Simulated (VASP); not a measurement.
Set up this calculation in VASP 6.6.1, as the native input.

- Task: single point
- Functional: PBE
- Potentials or basis: VASP PAW PBE potentials, release 64 (H)
- Cutoff: 520 eV
- k mesh: 9 × 9 × 6
- Occupations: gaussian, width 0.02 eV
- Spin: no spin polarisation
- Dipole correction: no
- Further INCAR settings: ALGO = Fast; EDIFF = 1e-06; NBANDS = 10

The structure of H lies in POSCAR:

```
H
1.0
    3.7750402119     -0.0160517452      0.0032257096
   -1.9014213251      3.2708548344     -0.0026770629
    0.0042391957     -0.0016149317      4.9183754134
H
4
Direct
    0.3445573224      0.6732037370      0.1738862340
    0.6661493313      0.3308195361      0.6760995784
    0.6613990232      0.3374017070      0.8264169367
    0.3278928197      0.6585720130      0.3235952694
```

The cell isn't the ideal one: all atoms moved at random, cell strained at random.

One way to write it, as run:

INCAR

```
SYSTEM = H
ALGO = Fast ; EDIFF = 1E-6
ENCUT = 520 ; GGA = PE
ISIF = 2 ; ISMEAR = 0
LASPH = .True. ; LCHARG = .False.
LREAL = .False. ; LWAVE = .False.
NBANDS = 10 ; NELM = 100
PREC = Accurate ; SIGMA = 0.02
```

KPOINTS

```
k-points
0
Gamma
  9 9 6
  0 0 0
```

Potentials or basis: VASP PAW PBE potentials, release 64 (H).

Launch:

```console
$ cat potpaw_PBE.64/H/POTCAR > POTCAR
$ mpirun -np 1 vasp_std > vasp.out
```

It gave:

```json
{
 "Pressure": "0.4 GPa",
 "Largest force": "0.415 eV/Å",
 "Band gap on the k mesh": "9.40 eV, direct"
}
```

Caveat: an odd mesh through Γ misses points on the zone boundary, where band edges often lie.

Wall time 45 s on 1 thread of Intel(R) Xeon(R) 6975P-C (Granite Rapids), on a shared host, peak memory 0.23 GiB.
